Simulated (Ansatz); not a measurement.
SnTe, 2 atoms in the cell. The structure is cubic, space group Fm-3m (No. 225). Conventional cell: a = 6.302 Å, b = 6.302 Å, c = 6.302 Å, α = 90.00°, β = 90.00°, γ = 90.00°. Te (site symmetry m-3m) is surrounded by 6 Sn at 3.15 Å. Around Sn (site symmetry m-3m) lie 6 Te at 3.15 Å. 

```yaml
Program: Ansatz 0.2.0
Task: relaxation of cell and atoms
Functional: BLYP
Dispersion: D4
Potentials_or_basis: Ansatz PAW
Cutoff: "420 eV (not typed: the program's choice for these potentials)"
k_mesh: 7 × 7 × 7
Occupations: fermi-dirac, width 0.05 eV
Spin: no spin polarisation
```

Potentials or basis: Ansatz PAW.

Run with:

```sh
$ ansatz run input.yaml --threads 2 --pin off --max-ram 5632MiB --backend cpu --events-out ev --progress --plain --runs-dir out
```

Hardware: 2 threads of Arm Neoverse V2 (shared host).

**Question.** Estimate the wall time of this run.

**Answer.** It took 3.1 s on 2 threads of Arm Neoverse V2 (shared host), peak memory 0.34 GiB. Counts: scf iterations 26, plane waves 1243, k points 20, bands 19, ion steps 5.
